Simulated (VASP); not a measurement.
# Settings for TiO₂: self-consistent run

TiO₂, Imm2 (no. 44), 6 atoms in the cell. LDA; PAW potentials Ti_sv, O (LDA set). VASP 6.6.1. The cell is changed on purpose: last atom moved by 0.05 Å along z, cell strained by +1.5% along z.

Wanted: energy within 2 meV/atom; forces within 0.01 eV/Å.

What the run is for: forces; Accuracy asked: standard.

POSCAR:
```
TiO2
1.0
   -1.8921000000      1.8921000000      4.8286595000
    1.8921000000     -1.8921000000      4.8286595000
    1.8921000000      1.8921000000     -4.8286595000
Ti O
2 4
Direct
    0.7500000000      0.2500000000      0.5000000000
    0.0000000000      0.0000000000      0.0000000000
    0.7919000000      0.7919000000      0.0000000000
    0.5419000000      0.0419000000      0.5000000000
    0.9581000000      0.4581000000      0.5000000000
    0.2133550800      0.2133550800      0.0000000000
```

The series start from Plane-wave cutoff (eV): 520; k-point mesh: 8 × 8 × 8; Precision mode (PREC): Accurate; Electronic threshold (eV): 1e-6; Bands in all (NBANDS): 38; Electronic algorithm: ALGO=Normal; Placing of the Fermi level (EFERMI): EFERMI=MIDGAP; Support grid and gradient cutoff: ADDGRID=False GGA_COMPAT=False. Each series keeps the choices made before it, and each single choice may use up half of a tolerance.

## Plane-wave cutoff (eV)

| Plane-wave cutoff (eV) | Energy less reference (meV/atom) | Forces, largest deviation (eV/Å) | SCF iterations | Time (s) |
|---|---|---|---|---|
| 320 | -67.4 | 0.115 | 17 | 17 |
| 400 | -5.0 | 0.008 | 19 | 30 |
| 460 | 3.0 | 0.004 | 19 | 49 |
| 520 | 4.9 | 0.001 | 20 | 75 |
| 600 | 3.3 | 0.001 | 19 | 90 |
| 700 | 1.1 | 0.001 | 19 | 92 |
| 840 (reference) | 0.0 | 0.000 | 19 | 165 |

Chosen: 840; the next looser run is off by more than half of the tolerance, so convergence isn't shown beyond this value.

## k-point mesh

| k-point mesh | Energy less reference (meV/atom) | Forces, largest deviation (eV/Å) | SCF iterations | Time (s) |
|---|---|---|---|---|
| 3 × 3 × 3 | -4.4 | 0.097 | 19 | 22 |
| 4 × 4 × 4 | 0.9 | 0.015 | 20 | 47 |
| 5 × 5 × 5 | 0.2 | 0.005 | 19 | 58 |
| 7 × 7 × 7 | 0.0 | 0.000 | 19 | 112 |
| 8 × 8 × 8 | 0.0 | 0.000 | 19 | 165 |
| 10 × 10 × 10 | 0.0 | 0.000 | 19 | 268 |
| 13 × 13 × 13 (reference) | 0.0 | 0.000 | 19 | 578 |

Chosen: 5 × 5 × 5, the loosest value from which every tighter one stays within half of the tolerance.

## Precision mode (PREC)

| Precision mode (PREC) | Energy less reference (meV/atom) | Forces, largest deviation (eV/Å) | SCF iterations | Time (s) |
|---|---|---|---|---|
| SingleN | -0.1 | 0.003 | 19 | 18 |
| Normal | 0.0 | 0.000 | 19 | 20 |
| Single | 0.0 | 0.000 | 19 | 47 |
| Accurate (reference) | 0.0 | 0.000 | 19 | 58 |

Chosen: SingleN.

## Electronic threshold (eV)

| Electronic threshold (eV) | Energy less reference (meV/atom) | Forces, largest deviation (eV/Å) | SCF iterations | Time (s) |
|---|---|---|---|---|
| 0.001 | 0.0 | 0.005 | 14 | 13 |
| 0.0001 | 0.0 | 0.000 | 16 | 17 |
| 1e-5 | 0.0 | 0.001 | 16 | 16 |
| 1e-6 | 0.0 | 0.000 | 19 | 18 |
| 1e-7 | 0.0 | 0.000 | 20 | 20 |
| 1e-8 (reference) | 0.0 | 0.000 | 20 | 19 |

Chosen: 0.001.

## Bands in all (NBANDS)

| Bands in all (NBANDS) | Energy less reference (meV/atom) | Forces, largest deviation (eV/Å) | SCF iterations | Time (s) |
|---|---|---|---|---|
| 25 | 0.0 | 0.006 | 12 | 8.6 |
| 26 | 0.0 | 0.006 | 12 | 8.4 |
| 28 | 0.0 | 0.008 | 12 | 8.7 |
| 30 | 0.0 | 0.005 | 12 | 9.3 |
| 38 | 0.0 | 0.004 | 14 | 13 |
| 52 (reference) | 0.0 | 0.000 | 12 | 17 |

Chosen: 38.

## Electronic algorithm

| Electronic algorithm | Energy less reference (meV/atom) | Forces, largest deviation (eV/Å) | SCF iterations | Time (s) |
|---|---|---|---|---|
| ALGO=Normal | 0.0 | 0.000 | 14 | 13 |
| ALGO=Fast | 0.1 | 0.008 | 15 | 19 |
| ALGO=VeryFast | 0.1 | 0.014 | 22 | 26 |
| ALGO=All ISEARCH=1 | 0.1 | 0.017 | 18 | 16 |
| ALGO=All ISEARCH=0 | 0.1 | 0.017 | 18 | 16 |
| ALGO=Damped TIME=0.4 | 0.9 | 0.023 | 22 | 18 |
| ALGO=Damped TIME=0.1 | 8.0 | 0.073 | 44 | 31 |

Chosen: ALGO=Normal; no other choice that stays within half of the tolerance saves 30 % of the time.

## Placing of the Fermi level (EFERMI)

| Placing of the Fermi level (EFERMI) | Energy less reference (meV/atom) | Forces, largest deviation (eV/Å) | SCF iterations | Time (s) |
|---|---|---|---|---|
| EFERMI=MIDGAP | 0.0 | 0.000 | 14 | 13 |
| EFERMI=LEGACY | 0.0 | 0.000 | 14 | 16 |

Chosen: EFERMI=MIDGAP.

## Support grid and gradient cutoff

| Support grid and gradient cutoff | Energy less reference (meV/atom) | Forces, largest deviation (eV/Å) | SCF iterations | Time (s) |
|---|---|---|---|---|
| ADDGRID=False GGA_COMPAT=False | 0.0 | 0.000 | 14 | 13 |
| ADDGRID=True GGA_COMPAT=False | -0.1 | 0.003 | 14 | 16 |
| ADDGRID=False GGA_COMPAT=True | 0.0 | 0.000 | 14 | 17 |

Chosen: ADDGRID=False GGA_COMPAT=False.

## All choices together

| Input | Energy less reference (meV/atom) | Forces, largest deviation (eV/Å) | Time (s) |
|---|---|---|---|
| the program's defaults (naive) | -4.9 | 0.011 | 4.2 |
| chosen settings | -0.2 | 0.010 | 28 |
| reference settings throughout | 0.0 | 0.000 | 838 |

The chosen settings stay within the tolerance of the reference run, but the reference itself isn't shown to be converged in: Plane-wave cutoff (eV).

1 cheaper combination failed this check first and made the worst setting one step tighter.

## The input

INCAR:
```
GGA = CA
ISMEAR = 0
SIGMA = 0.03
LWAVE = F
LCHARG = F
ISIF = 2
PREC = SingleN
LASPH = T
LREAL = F
ALGO = Normal
EDIFF = 0.001
NELM = 120
GGA_COMPAT = F
ENCUT = 840
EFERMI = MIDGAP
KPAR = 4
NBANDS = 38
ADDGRID = F
```

KPOINTS:
```
Automatic mesh
0
Gamma
  7 7 7
  0 0 0
```

Commands:
```
cat potpaw_LDA.64/Ti_sv/POTCAR potpaw_LDA.64/O/POTCAR > POTCAR
mpirun -np 4 vasp_std > vasp.out
```

The chosen input took VASP 6.6.1 28 s on 4 cores (Intel Xeon 6975P-C (Granite Rapids)), a shared host.

## An input that fails: too few electronic steps

The electronic loop stops at its limit of 6 steps.

Changes against the starting input:
```
- NELM = 120
+ NELM = 6
```
